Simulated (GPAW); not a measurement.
Here is a GPAW 26.7.0 calculation.

File run.py:

```python
from ase import Atoms
from ase.calculators.mixing import SumCalculator
from ase.filters import FrechetCellFilter
from ase.io import write
from ase.optimize import BFGS
from dftd3.ase import DFTD3
from gpaw import GPAW, PW, setup_paths

setup_paths.insert(0, '.')

atoms = Atoms(['Si', 'Si', 'C', 'C'],
              cell=[[3.076, 0.0, 0.0],
                    [-1.538, 2.663894142, 0.0],
                    [0.0, 0.0, 5.048]],
              scaled_positions=[[0.6666666667, 0.3333333333, 0.5],
                                [0.3333333333, 0.6666666667, 0.0],
                                [0.6666666667, 0.3333333333, 0.885],
                                [0.3333333333, 0.6666666667, 0.385]],
              pbc=True)

calc = GPAW(mode=PW(800),
            xc='PBEsol',
            kpts={'size': (7, 7, 4), 'gamma': True},
            occupations={'name': 'fermi-dirac', 'width': 0.05},
            nbands=18,
            convergence={'density': 1e-05, 'forces': 0.0001},
            maxiter=150,
            txt='gpaw.txt')
atoms.calc = SumCalculator([calc, DFTD3(method='pbesol', damping='d3zero')])
opt = BFGS(FrechetCellFilter(atoms), trajectory='relax.traj', logfile='-')
done = opt.run(fmax=0.02, steps=60)
calc.write('gs.gpw')
write('result.traj', atoms)
print('Converged:', done)
print('Cell:', atoms.cell.cellpar().round(4))
print('Volume:', round(atoms.get_volume(), 4))
print(atoms.get_scaled_positions().round(5))
```

Potentials or basis: PAW data sets generated in the run's folder for this functional, pw.

Command:

```console
$ gpaw-setup -f PBEsol C Si
$ OMP_NUM_THREADS=1 python run.py
```

What does it give for the space group after relaxing (to 0.05 Å)?

P6_3mc (No. 186).

What does it give for the relaxed volume?

10.32 Å³/atom.

Final structure:
```
Si C
1.0
     3.07453    0.00000    0.00000
    -1.53726    2.66262    0.00000
     0.00000    0.00000    5.04246
Si C
2 2
Direct
  0.66667 0.33333 0.50449
  0.33333 0.66667 0.00449
  0.66667 0.33333 0.88051
  0.33333 0.66667 0.38051
```

Caveat: later steps reuse the first step's grids.
